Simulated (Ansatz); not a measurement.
C under changes of volume

One of the cells (9.153 Å³/atom); the others are scaled copies at fixed shape and fractional positions:

```xyz
2
Lattice="2.1273 -1.2283 0.0000 2.1273 1.2283 0.0000 -1.3791 0.0000 3.5028" Properties=species:S:1:pos:R:3 pbc="T T T"
C    -0.6699    0.0000    3.5025
C     3.5455    0.0000    0.0003
```

This is a stacking variant of graphite.

```yaml
Program: Ansatz 0.2.0
Functional: LDA
Potentials_or_basis: Ansatz PAW
Cutoff: "420 eV (not typed: the program's choice for these potentials)"
k_mesh: 13 × 13 × 8
Occupations: fermi-dirac, width 0.05 eV
Spin: no spin polarisation
```

```csv
volume (Å³/atom),energy over the lowest point (meV/atom),pressure (GPa),gap on the mesh (eV)
8.604,?,?,?
8.787,5.04,7.5,0.91
8.970,0.00,1.4,0.91
9.153,1.55,-4.1,0.90
9.336,9.18,-9.2,0.89
9.519,22.31,-13.8,0.89
9.702,40.46,-18.0,0.88
```

**Question.** What does the run at 8.604 Å³/atom give?

**Answer.** Energy over the lowest point 17.37 meV/atom; pressure 14.2 GPa; gap on the mesh 0.92 eV.

Worked out: A Birch-Murnaghan fit of order 3 (a polynomial in V^(-2/3)) to the other rows has its minimum at 9.02 Å³/atom with B0 = V·E''(V) = 279 GPa and B' = 3.5 at fixed shape and positions, which overstates the stiffness. It gives 17.37 meV/atom at 8.604 Å³/atom, against the run's 17.37, and -dE/dV = 14.2 GPa, against 14.2. A straight line through the other rows of the gap, of slope -0.317 eV per unit of ln V, extrapolates to 0.92 eV, against the run's 0.92.

Energies are extrapolated to zero smearing.

Caveats: odd divisions of the mesh miss points on the zone boundary, where band edges often lie, so the gap on the mesh can be too wide; the PAW data sets come from PBE, with cores solved anew for the run's functional, which leaves a small shift of forces and pressure.

A mesh can miss the band edges.
